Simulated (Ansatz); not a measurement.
## Deforming BaTiO$_{3}$

```
CELL_PARAMETERS angstrom
2.82767 1.63255 2.31773
-2.82767 1.63255 2.31773
0.00000 -3.26511 2.31773
ATOMIC_POSITIONS crystal
Ba 0.00000 0.00000 0.00000
Ti 0.51400 0.51400 0.51400
O 0.49160 0.49160 0.98150
O 0.49160 0.98150 0.49160
O 0.98150 0.49160 0.49160
```

Atoms are numbered in the order listed.

The cell is COD entry 9014756, as deposited and not checked against the literature; nothing was relaxed.

Spin–orbit coupling is left out, though it moves levels of the heavy atoms by tenths of an eV or more.

Level of theory: Ansatz 0.2.0, DFT, PBE, all-electron LAPW, scalar-relativistic.

Numerical set-up: a Γ-centred 9×9×9 k mesh, Fermi–Dirac smearing of 0.05 eV, basis error target 1 meV/atom, no spin polarisation.

The unchanged cell is at 5.00 GPa.

x, y and z are the Cartesian axes of the cell as listed; fractional coordinates follow a strain, and an engineering shear is twice the off-diagonal strain component.

(1) With this change (equal xy, yz and zx engineering shear strains of -3 %), what becomes of the energy and stress and forces and gap?

(2) With this change (equal xy, yz and zx engineering shear strains of -1 %), what becomes of the energy and stress and forces and gap?

(3) With this change (equal xy, yz and zx engineering shear strains of +2 %), what becomes of the energy and stress and forces and gap?

With equal xy, yz and zx engineering shear strains of -2 %: energy change +5 meV/atom; stress change (xx, yy, zz, yz, xz, xy) 0.14, 0.36, 0.23, 2.11, 2.00, 2.20 GPa, compression positive; change of the force on Ti2 (-0.284, -0.184, -0.012) eV/Å; gap on the k mesh 2.44 → 2.39 eV.

(4) With this change (equal xy, yz and zx engineering shear strains of +1 %), what becomes of the energy and stress and forces and gap?

(5) With this change (equal xy, yz and zx engineering shear strains of +3 %), what becomes of the energy and stress and forces and gap?

## Answers

(1) Energy change +12 meV/atom; stress change (xx, yy, zz, yz, xz, xy) 0.45, 0.69, 0.53, 3.21, 3.08, 3.37 GPa, compression positive; change of the force on Ti2 (-0.440, -0.282, -0.027) eV/Å; gap on the k mesh 2.44 → 2.36 eV.

(2) Energy change +1 meV/atom; stress change (xx, yy, zz, yz, xz, xy) 0.00, 0.13, 0.06, 1.04, 0.97, 1.08 GPa, compression positive; change of the force on Ti2 (-0.137, -0.090, -0.003) eV/Å; gap on the k mesh 2.44 → 2.42 eV.

(3) Energy change +5 meV/atom; stress change (xx, yy, zz, yz, xz, xy) 0.41, 0.08, 0.23, -1.99, -1.83, -2.06 GPa, compression positive; change of the force on Ti2 (0.252, 0.168, -0.012) eV/Å; gap on the k mesh 2.44 → 2.40 eV.

(4) Energy change +1 meV/atom; stress change (xx, yy, zz, yz, xz, xy) 0.14, -0.02, 0.06, -1.01, -0.93, -1.05 GPa, compression positive; change of the force on Ti2 (0.129, 0.086, -0.003) eV/Å; gap on the k mesh 2.44 → 2.42 eV.

(5) Energy change +11 meV/atom; stress change (xx, yy, zz, yz, xz, xy) 0.80, 0.30, 0.52, -2.94, -2.70, -3.05 GPa, compression positive; change of the force on Ti2 (0.369, 0.248, -0.027) eV/Å; gap on the k mesh 2.44 → 2.37 eV.
